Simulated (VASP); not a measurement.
A run of VASP 6.6.1 is set up as follows.

INCAR

```
SYSTEM = Li
ALGO     = Normal         ! electronic algorithm
EDIFF    = 1E-6           ! SCF threshold, eV
ENCUT    = 520            ! plane-wave cutoff, eV
GGA      = PS             ! functional
ISIF     = 2              ! what is computed and relaxed
ISMEAR   = 0              ! smearing method
LASPH    = .True.         ! aspherical terms in the spheres
LCHARG   = .True.         ! write CHGCAR
LELF     = .True.         ! ELF
LREAL    = .False.        ! projectors in reciprocal space
LVHAR    = .True.       
LWAVE    = .False.        ! write WAVECAR
NBANDS   = 8              ! bands
NELM     = 100            ! most SCF steps
PREC     = Accurate       ! precision mode
SIGMA    = 0.1            ! smearing width, eV
```

Contents of KPOINTS:

```
k-points
0
Gamma
  8 8 8
  0 0 0
```

The input POSCAR:

```
Li
1.0
   -1.7196562300      1.7196562300      1.7196562300
    1.7196562300     -1.7196562300      1.7196562300
    1.7196562300      1.7196562300     -1.7196562300
Li
1
Direct
    0.0000000000      0.0000000000      0.0000000000
```

Potentials or basis: VASP PAW PBE potentials, release 64 (Li_sv).

The run is started by

```console
$ cat potpaw_PBE.64/Li_sv/POTCAR > POTCAR
$ mpirun -np 1 vasp_std > vasp.out
```

**Question.** What does it give for the band gap on the k mesh?

**Answer.** None (metal or under the smearing width).
